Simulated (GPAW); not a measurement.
A run of GPAW 26.7.0 is set up as follows.

Contents of run.py:

```python
from ase import Atoms
from ase.dft.bandgap import bandgap
from ase.io import write
from ase.units import Bohr, GPa
from gpaw import GPAW, PW
from gpaw.elf import elf_from_dft_calculation

atoms = Atoms(['Ba', 'Zr', 'O', 'O', 'O'],
              cell=[[4.19134, 0.0, 0.0],
                    [0.0, 4.19134, 0.0],
                    [0.0, 0.0, 4.19134]],
              scaled_positions=[[0.0, 0.0, 0.0],
                                [0.5, 0.5, 0.5],
                                [0.5, 0.5, 0.0],
                                [0.5, 0.0, 0.5],
                                [0.0, 0.5, 0.5]],
              pbc=True)

calc = GPAW(mode=PW(800),
            xc='PBE',
            kpts={'size': (6, 6, 6), 'gamma': True},
            occupations={'name': 'fermi-dirac', 'width': 0.05},
            nbands=36,
            convergence={'density': 1e-05, 'energy': 1e-05},
            maxiter=150,
            txt='gpaw.txt')
atoms.calc = calc
energy = atoms.get_potential_energy()
forces = atoms.get_forces()
stress = atoms.get_stress()
calc.write('gs.gpw')
write('result.traj', atoms)
print(f'Energy: {energy:.6f} eV')
print('Forces (eV/A):')
print(forces.round(4))
print('Stress (GPa):', (stress / GPa).round(3))
print('Fermi level:', round(calc.get_fermi_level(), 4), 'eV')
print(f'Gap: {bandgap(calc)[0]:.4f} eV, direct: {bandgap(calc, direct=True)[0]:.4f} eV')

# fields on the real-space grid
write('density.cube', atoms, data=calc.get_pseudo_density() * Bohr**3)
write('potential.cube', atoms, data=calc.get_electrostatic_potential())
write('elf.cube', atoms, data=elf_from_dft_calculation(calc).data)
```

Potentials or basis: GPAW PAW data sets (gpaw-data 1.2.1), pw.

The run is started by

```console
$ OMP_NUM_THREADS=1 python run.py
```

Q: Predict the band gap on the k mesh.

A: 3.20 eV, indirect (least direct gap 3.42 eV).

Q: Estimate the pressure.

A: 3.7 GPa.

Caveat: spin-orbit coupling is left out, which moves the levels of the heavy elements. A k mesh can miss the band edges.
